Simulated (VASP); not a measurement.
# NaH (P4mm) in VASP: further runs

The runs below take NaH through single point, with r2SCAN.

All numbers are computed with VASP 6.6.1; they aren't measurements. Logs are shortened: lines on timing, memory, paths and dates and some standing lists are left out, and cuts for length are marked.

## 1. The cell of the first run

It takes space group P4mm (No. 99, tetragonal). The conventional cell has a = 2.955 Å, b = 2.955 Å, c = 2.955 Å, α = 90.00°, β = 90.00°, γ = 90.00°. Na (site symmetry 4mm) has 8 H at 2.52 to 2.60 Å as nearest neighbours. H (site symmetry 4mm) has 8 Na at 2.52 to 2.60 Å as nearest neighbours.

The cell comes from a database or a generator and needn't be the stable form of this composition.

## 2. Single point, r2SCAN (all Na atoms moved +0.062 Å, as atom 1 along Cartesian [0 1 0])

POSCAR reads:

```
NaH
1.0
    2.9551240000      0.0000000000      0.0000000000
    0.0000000000      2.9551240000      0.0000000000
    0.0000000000      0.0000000000      2.9551240000
Na H
1 1
Direct
    0.0000000000      0.0211497047      0.0000000000
    0.5000000000      0.5000000000      0.5000000000
```

INCAR.step1 reads:

```
SYSTEM = NaH
PREC = Accurate
ENCUT = 520
ISMEAR = 0
SIGMA = 0.05
LREAL = .False.
LASPH = .True.
NELM = 100
NBANDS = 11
GGA = PE
ALGO = Normal
EDIFF = 1E-4
LWAVE = .True.
LCHARG = .False.
```

INCAR.step2 reads:

```
SYSTEM = NaH
PREC = Accurate
ENCUT = 520
EDIFF = 1E-6
ISMEAR = 0
SIGMA = 0.05
LREAL = .False.
LASPH = .True.
NELM = 100
ALGO = Normal
ISIF = 2
LWAVE = .False.
LCHARG = .True.
METAGGA = R2SCAN
LMIXTAU = .True.
LELF = .True.
LVHAR = .True.
NBANDS = 11
ISTART = 1
```

KPOINTS reads:

```
regular mesh
0
Gamma
  10 10 10
  0 0 0
```

Potentials or basis: VASP PAW PBE potentials, release 64 (Na_pv, H).

Started as:

```
> cat potpaw_PBE.64/Na_pv/POTCAR potpaw_PBE.64/H/POTCAR > POTCAR
> cp INCAR.step1 INCAR
> mpirun -np 1 vasp_std > vasp.out
> cp INCAR.step2 INCAR
> mpirun -np 1 vasp_std > vasp.out
```

OUTCAR:

```text
SYSTEM = NaH
   PREC = Accurate
   ENCUT = 520
   EDIFF = 1E-6
   ISMEAR = 0
   LREAL = .False.
   LASPH = .True.
   NELM = 100
   ISIF = 2
   METAGGA = R2SCAN
   ISTART = 1

 ion  position               nearest neighbor table
   1  0.000  0.021  0.000-
   2  0.500  0.500  0.500-

  LATTYP: Found a simple cubic cell.
 ALAT       =     2.9551240000

  Lattice vectors:

 A1 = (   2.9551240000,   0.0000000000,   0.0000000000)
 A2 = (   0.0000000000,   2.9551240000,   0.0000000000)
 A3 = (   0.0000000000,   0.0000000000,   2.9551240000)

Analysis of symmetry for initial positions (statically):
=====================================================================
 Subroutine PRICEL returns:
 Original cell was already a primitive cell.

 Routine SETGRP: Setting up the symmetry group for a
 simple cubic supercell.

 Subroutine GETGRP returns: Found  8 space group operations
 (whereof  8 operations were pure point group operations)
 out of a pool of 48 trial point group operations.

The static configuration has the point symmetry C_4v.

Analysis of symmetry for dynamics (positions and initial velocities):
=====================================================================
 Subroutine PRICEL returns:
 Original cell was already a primitive cell.

 Routine SETGRP: Setting up the symmetry group for a
 simple cubic supercell.

 Subroutine GETGRP returns: Found  8 space group operations
 (whereof  8 operations were pure point group operations)
 out of a pool of 48 trial point group operations.

The dynamic configuration has the point symmetry C_4v.

 Subroutine INISYM returns: Found  8 space group operations
 (whereof  8 operations are pure point group operations),
 and found     1 'primitive' translations

----------------------------------------------------------------------------------------

                                     Primitive cell

  volume of cell :      25.8064

  direct lattice vectors                    reciprocal lattice vectors
     2.955124000  0.000000000  0.000000000     0.338395275  0.000000000  0.000000000
     0.000000000  2.955124000  0.000000000     0.000000000  0.338395275  0.000000000
     0.000000000  0.000000000  2.955124000     0.000000000  0.000000000  0.338395275

  length of vectors
     2.955124000  2.955124000  2.955124000     0.338395275  0.338395275  0.338395275

  position of ions in fractional coordinates (direct lattice)
     0.000000000  0.021149705  0.000000000
[... 87 lines left out ...]
   TEBEG  =    0.0;   TEEND  =   0.0 temperature during run
   PSTRESS=    0.0 pullay stress
   NELECT =       8.0000    total number of electrons
   NUPDOWN=      -1.0000    fix difference up-down
   EMIN   =  10.00;   EMAX   =-10.00  energy-range for DOS
   EFERMI =   0.00;   METHOD = LEGACY
   ISMEAR =     0;   SIGMA  =   0.05  broadening in eV -4-tet -1-fermi 0-gaus
   EFERMI_NEDOS =   21; number of points for ismear=-14 and -15
   IALGO  =     38    algorithm
   IMIX   =      4    mixing-type and parameters
     AMIX     =   0.40;   BMIX     =  1.00
     AMIX_MAG =   1.60;   BMIX_MAG =  1.00
  volume/ion in A,a.u.               =      12.90        87.08
  Fermi-wavevector in a.u.,A,eV,Ry     =   1.107973  2.093765 16.702564  1.227604
  Thomas-Fermi vector in A             =   2.244494
   LORBIT       =      0    0 simple, 1 ext, 2 COOP (PROOUT), +10 PAW based schemes
   METAGGA = R2SCAN    functional components
   LHFCALC =     F    Hartree Fock is set to
   AEXX    =    0.0000 exact exchange contribution
   IVDW    =     0    specifies the selected vdW correction
   LEPSILON=     F    determine dielectric tensor
   LRPA    =     F    only Hartree local field effects (RPA)
 non-spin polarized calculation
 Gauss-broadening in eV      SIGMA  =   0.05
  energy-cutoff  :      520.00
  volume of cell :       25.81
 maximum number of plane-waves:       739
 NGX is ok and might be reduce to    24
   NGX = 11   NGY = 11   NGZ = 11

 number of electron       8.0000007 magnetization

 Free energy of the ion-electron system (eV)
  ---------------------------------------------------
  ext. energy  EPLUGINS =         0.00000000
  ---------------------------------------------------
  free energy    TOTEN  =        -7.29116305 eV

  energy without entropy =       -7.29116305  energy(sigma->0) =       -7.29116305

 E-fermi :   1.3170     XC(G=0):  -8.5605

 val. band max:        1.0535748370   @ k =   0.5000   0.5000   0.5000
 cond. band min:       2.6598749812   @ k =   0.0000   0.5000   0.0000
 fundamental gap:      1.6063001442
 Fermi energy:         1.3170004334

 k-point     1 :       0.0000    0.0000    0.0000
  band No.  band energies     occupation
      1     -24.4208      2.00000
      2     -24.4201      2.00000
      3     -24.4201      2.00000
      4      -4.8999      2.00000
      5      10.7234      0.00000
      6      12.6295      0.00000
      7      12.6449      0.00000
      8      14.3457      0.00000
      9      14.3457      0.00000
     10      14.3944      0.00000
     11      27.5796      0.00000
[... 309 lines left out ...]
 k-point    24 :       0.0000    0.5000    0.1000
  band No.  band energies     occupation
      1     -24.5842      2.00000
      2     -24.4200      2.00000
      3     -24.4041      2.00000
      4      -2.3170      2.00000
      5       2.8407      0.00000
      6      11.9357      0.00000
      7      15.1291      0.00000
      8      15.7445      0.00000
      9      16.3291      0.00000
     10      20.1527      0.00000
     11      20.2643      0.00000

 [... further k-points ...]

------------------------ aborting loop because EDIFF is reached ----------------------------------------

  FORCE on cell =-STRESS in cart. coord.  units (eV):
  Direction    XX          YY          ZZ          XY          YZ          ZX
  --------------------------------------------------------------------------------------
  -------------------------------------------------------------------------------------
  Total       -0.1419788     -0.1390741     -0.1419788      0.0000000     -0.0000000     -0.0000000
  in kB       -8.8146854     -8.6343537     -8.8146854      0.0000000     -0.0000000     -0.0000000
  external PRESSURE =      -8.7545748 kB  Pullay stress =       0.0000000 kB

 VOLUME and BASIS-vectors are now :
 -----------------------------------------------------------------------------
  energy-cutoff  :      520.00
  volume of cell :       25.81
      direct lattice vectors                 reciprocal lattice vectors
     2.955124000  0.000000000  0.000000000     0.338395275  0.000000000  0.000000000
     0.000000000  2.955124000  0.000000000     0.000000000  0.338395275  0.000000000
     0.000000000  0.000000000  2.955124000     0.000000000  0.000000000  0.338395275

 POSITION                                       TOTAL-FORCE (eV/Angst)
 -----------------------------------------------------------------------------------
      0.00000      0.06250      0.00000         0.000000     -0.030630     -0.000000
      1.47756      1.47756      1.47756        -0.000000      0.030630      0.000000
 -----------------------------------------------------------------------------------
    total drift:                                0.000000     -0.003793     -0.000000

  FREE ENERGIE OF THE ION-ELECTRON SYSTEM (eV)
  ---------------------------------------------------
  free  energy   TOTEN  =        -7.2911630509 eV

  energy  without entropy=       -7.2911630509  energy(sigma->0) =       -7.29116305
```

OSZICAR.step1:

```text
N       E                     dE             d eps       ncg     rms          rms(c)
DAV:   1     0.333701939102E+02    0.33370E+02   -0.44349E+03  2775   0.854E+02
DAV:   2    -0.401539737593E+01   -0.37386E+02   -0.36399E+02  2886   0.189E+02
DAV:   3    -0.522834193818E+01   -0.12129E+01   -0.12114E+01  3341   0.320E+01
DAV:   4    -0.523560141566E+01   -0.72595E-02   -0.72587E-02  3178   0.245E+00
DAV:   5    -0.523565946581E+01   -0.58050E-04   -0.58050E-04  3201   0.225E-01    0.311E+00
DAV:   6    -0.488049879023E+01    0.35516E+00   -0.34977E-01  3176   0.319E+00    0.146E+00
DAV:   7    -0.476923433191E+01    0.11126E+00   -0.38175E-01  3075   0.248E+00    0.379E-01
DAV:   8    -0.477192649910E+01   -0.26922E-02   -0.92000E-03  3042   0.108E+00    0.751E-02
DAV:   9    -0.477165715404E+01    0.26935E-03   -0.17754E-03  3196   0.426E-01    0.282E-02
DAV:  10    -0.477163552709E+01    0.21627E-04   -0.10140E-04  2013   0.576E-02
   1 F= -.47716355E+01 E0= -.47716355E+01  d E =-.534628E-20
```

Wall time 50 s (1 thread of Intel Xeon Platinum 8488C (Sapphire Rapids), shared host); peak memory 0.15 GiB.

Results:

| Quantity | Value |
| --- | --- |
| Free energy | -7.2912 eV |
| Pressure | -0.9 GPa |
| Largest force | 0.031 eV/Å |
| Band gap on the k mesh | 1.61 eV, indirect (least direct gap 5.09 eV) |

Forces on the atoms (eV/Å):
```
Na   0.000 -0.031  0.000
H    0.000  0.031  0.000
```

Levels at points of the mesh, in eV from the valence-band top:
```csv
k point,band 1,band 2,band 3,band 4,band 5,band 6,band 7,band 8
"(0.00, 0.00, 0.00)",-25.47,-25.47,-25.47,-5.95,9.67,11.58,11.59,13.29
"(0.50, 0.00, 0.00)",-25.64,-25.46,-25.46,-3.49,1.61,11.94,14.79,15.09
"(0.00, 0.50, 0.00)",-25.64,-25.46,-25.46,-3.49,1.61,11.96,14.79,15.10
"(0.50, 0.50, 0.00)",-25.61,-25.61,-25.45,-1.81,4.82,4.82,7.75,15.67
"(0.50, 0.00, 0.50)",-25.61,-25.61,-25.45,-1.81,4.82,4.82,7.75,15.67
"(0.50, 0.50, 0.50)",-25.59,-25.59,-25.59,0.00,7.29,7.29,7.29,10.10
```

Caveat: the PAW data sets were made with another functional, which shifts forces and pressure a little.

## 3. Single point, r2SCAN (all Na atoms moved +0.075 Å, as atom 1 along Cartesian [0 1 0])

POSCAR: that of step 2 with these lines changed.

```diff
@@ -8,3 +8,3 @@
 Direct
-    0.0000000000      0.0211497047      0.0000000000
+    0.0000000000      0.0253796457      0.0000000000
     0.5000000000      0.5000000000      0.5000000000
```

INCAR.step1 reads:

```
ALGO = Normal ; EDIFF = 1E-4
ENCUT = 520 ; GGA = PE
ISMEAR = 0 ; LASPH = T
LCHARG = F ; LREAL = F
LWAVE = T ; NBANDS = 11
NELM = 100 ; PREC = Accurate
SIGMA = 0.05
```

INCAR.step2 reads:

```
ALGO = Normal ; EDIFF = 1E-6
ENCUT = 520 ; ISIF = 2
ISMEAR = 0 ; ISTART = 1
LASPH = T ; LCHARG = F
LMIXTAU = T ; LREAL = F
LWAVE = F ; METAGGA = R2SCAN
NBANDS = 11 ; NELM = 100
PREC = Accurate ; SIGMA = 0.05
```

KPOINTS reads:

```
k-points
0
Gamma
  10 10 10
```

Potentials or basis: VASP PAW PBE potentials, release 64 (Na_pv, H).

Started as:

```
> cat potpaw_PBE.64/Na_pv/POTCAR potpaw_PBE.64/H/POTCAR > POTCAR
> cp INCAR.step1 INCAR
> mpirun -np 1 vasp_std > vasp.out
> cp INCAR.step2 INCAR
> mpirun -np 1 vasp_std > vasp.out
```

OUTCAR:

```text
EDIFF = 1E-6
   ENCUT = 520
   ISIF = 2
   ISMEAR = 0
   ISTART = 1
   LASPH = T
   LREAL = F
   METAGGA = R2SCAN
   NELM = 100
   PREC = Accurate

 ion  position               nearest neighbor table
   1  0.000  0.025  0.000-
   2  0.500  0.500  0.500-

  LATTYP: Found a simple cubic cell.
 ALAT       =     2.9551240000

  Lattice vectors:

 A1 = (   2.9551240000,   0.0000000000,   0.0000000000)
[... 520 lines left out ...]
     11      20.2606      0.00000

 [... further k-points ...]

------------------------ aborting loop because EDIFF is reached ----------------------------------------

  FORCE on cell =-STRESS in cart. coord.  units (eV):
  Direction    XX          YY          ZZ          XY          YZ          ZX
  --------------------------------------------------------------------------------------
  -------------------------------------------------------------------------------------
  Total       -0.1344410     -0.1157757     -0.1344410      0.0000000      0.0000000      0.0000000
  in kB       -8.3467080     -7.1878826     -8.3467080      0.0000000      0.0000000      0.0000000
  external PRESSURE =      -7.9604328 kB  Pullay stress =       0.0000000 kB

 VOLUME and BASIS-vectors are now :
 -----------------------------------------------------------------------------
  energy-cutoff  :      520.00
  volume of cell :       25.81
      direct lattice vectors                 reciprocal lattice vectors
     2.955124000  0.000000000  0.000000000     0.338395275  0.000000000  0.000000000
     0.000000000  2.955124000  0.000000000     0.000000000  0.338395275  0.000000000
     0.000000000  0.000000000  2.955124000     0.000000000  0.000000000  0.338395275

 POSITION                                       TOTAL-FORCE (eV/Angst)
 -----------------------------------------------------------------------------------
      0.00000      0.07500      0.00000         0.000000     -0.043968      0.000000
      1.47756      1.47756      1.47756         0.000000      0.043968     -0.000000
 -----------------------------------------------------------------------------------
    total drift:                                0.000000     -0.018384     -0.000005

  FREE ENERGIE OF THE ION-ELECTRON SYSTEM (eV)
  ---------------------------------------------------
  free  energy   TOTEN  =        -7.2906802748 eV

  energy  without entropy=       -7.2906802748  energy(sigma->0) =       -7.29068027
```

Wall time 52 s (1 thread of Intel Xeon Platinum 8488C (Sapphire Rapids), shared host); peak memory 0.15 GiB.

Results:

* Free energy: -7.2907 eV
* Pressure: -0.8 GPa
* Largest force: 0.044 eV/Å
* Band gap on the k mesh: 1.61 eV, indirect (least direct gap 5.09 eV)

Forces in eV/Å, atoms in the order of the input:
```
Na   0.000 -0.044  0.000
H    0.000  0.044  0.000
```

Levels at points of the mesh, in eV from the valence-band top:
| k point | band 2 | band 3 | band 4 | band 5 | band 6 | band 7 |
| --- | --- | --- | --- | --- | --- | --- |
| (0.00, 0.00, 0.00) | -25.47 | -25.47 | -5.95 | 9.66 | 11.57 | 11.59 |
| (0.50, 0.00, 0.00) | -25.46 | -25.46 | -3.49 | 1.61 | 11.93 | 14.79 |
| (0.00, 0.50, 0.00) | -25.46 | -25.46 | -3.49 | 1.61 | 11.97 | 14.79 |
| (0.50, 0.50, 0.00) | -25.61 | -25.44 | -1.81 | 4.82 | 4.82 | 7.75 |
| (0.50, 0.00, 0.50) | -25.61 | -25.44 | -1.81 | 4.82 | 4.82 | 7.76 |
| (0.50, 0.50, 0.50) | -25.58 | -25.58 | 0.00 | 7.29 | 7.29 | 7.30 |

Caveat: the PAW data sets were made with another functional, which shifts forces and pressure a little. A k mesh can miss the band edges.

## 4. Single point, r2SCAN (all Na atoms moved +0.013 Å, as atom 1 along Cartesian [0 1 0])

POSCAR: that of step 3 with these lines changed.

```diff
@@ -8,3 +8,3 @@
 Direct
-    0.0000000000      0.0253796457      0.0000000000
+    0.0000000000      0.0042299409      0.0000000000
     0.5000000000      0.5000000000      0.5000000000
```

INCAR.step1 reads:

```
SYSTEM = NaH
ALGO = Normal
EDIFF = 1E-4
ENCUT = 520
GGA = PE
ISMEAR = 0
LASPH = .TRUE.
LCHARG = .FALSE.
LREAL = .FALSE.
LWAVE = .TRUE.
NBANDS = 11
NELM = 100
PREC = Accurate
SIGMA = 0.05
```

INCAR.step2 reads:

```
SYSTEM = NaH
ALGO = Normal
EDIFF = 1E-6
ENCUT = 520
ISIF = 2
ISMEAR = 0
ISTART = 1
LASPH = .TRUE.
LCHARG = .FALSE.
LMIXTAU = .TRUE.
LREAL = .FALSE.
LWAVE = .FALSE.
METAGGA = R2SCAN
NBANDS = 11
NELM = 100
PREC = Accurate
SIGMA = 0.05
```

KPOINTS reads:

```
k-points
0
G
  10 10 10
  0 0 0
```

Started as:

```
> cat potpaw_PBE.64/Na_pv/POTCAR potpaw_PBE.64/H/POTCAR > POTCAR
> cp INCAR.step1 INCAR
> mpirun -np 1 vasp_std > vasp.out
> cp INCAR.step2 INCAR
> mpirun -np 1 vasp_std > vasp.out
```

Wall time 47 s (1 thread of Intel Xeon Platinum 8488C (Sapphire Rapids), shared host); peak memory 0.15 GiB.

It converged, with:

* Free energy: -7.2919 eV
* Pressure: -0.8 GPa
* Largest force: 0.014 eV/Å
* Band gap on the k mesh: 1.60 eV, indirect (least direct gap 5.10 eV)

Forces in eV/Å, atoms in the order of the input:
```
Na   0.000 -0.014  0.000
H    0.000  0.014  0.000
```

Stress tensor (GPa, compression positive):
```
-0.87  0.00  0.00
 0.00 -0.79  0.00
 0.00  0.00 -0.87
```

Levels at points of the mesh, in eV from the valence-band top:
| k point | band 2 | band 3 | band 4 | band 5 | band 6 | band 7 |
| --- | --- | --- | --- | --- | --- | --- |
| (0.00, 0.00, 0.00) | -25.48 | -25.48 | -5.96 | 9.68 | 11.59 | 11.59 |
| (0.50, 0.00, 0.00) | -25.46 | -25.46 | -3.49 | 1.60 | 11.94 | 14.78 |
| (0.00, 0.50, 0.00) | -25.46 | -25.46 | -3.49 | 1.60 | 11.94 | 14.78 |
| (0.50, 0.50, 0.00) | -25.62 | -25.45 | -1.82 | 4.81 | 4.81 | 7.75 |
| (0.50, 0.00, 0.50) | -25.62 | -25.45 | -1.82 | 4.81 | 4.81 | 7.75 |
| (0.50, 0.50, 0.50) | -25.59 | -25.59 | 0.00 | 7.28 | 7.28 | 7.28 |

Caveat: the PAW data sets were made with another functional, which shifts forces and pressure a little. A k mesh can miss the band edges.

## 5. The runs side by side

| cell | gap on the mesh (eV) | pressure (GPa) | largest force (eV/Å) |
| --- | --- | --- | --- |
| all Na atoms moved +0.062 Å, as atom 1 along Cartesian [0 1 0] | 1.61 | -0.9 | 0.03 |
| all Na atoms moved +0.075 Å, as atom 1 along Cartesian [0 1 0] | 1.61 | -0.8 | 0.04 |
| all Na atoms moved +0.013 Å, as atom 1 along Cartesian [0 1 0] | 1.60 | -0.8 | 0.01 |

Alike in all rows: task single point; level r2SCAN; potentials or basis VASP PAW PBE potentials, release 64 (Na_pv, H); no spin polarisation; k mesh 10 × 10 × 10; cutoff (eV) 520; smearing gaussian 0.05 eV.

Caveats: the PAW data sets were made with another functional, which shifts forces and pressure a little.

Absolute energies hang on the potentials; compare differences alone.
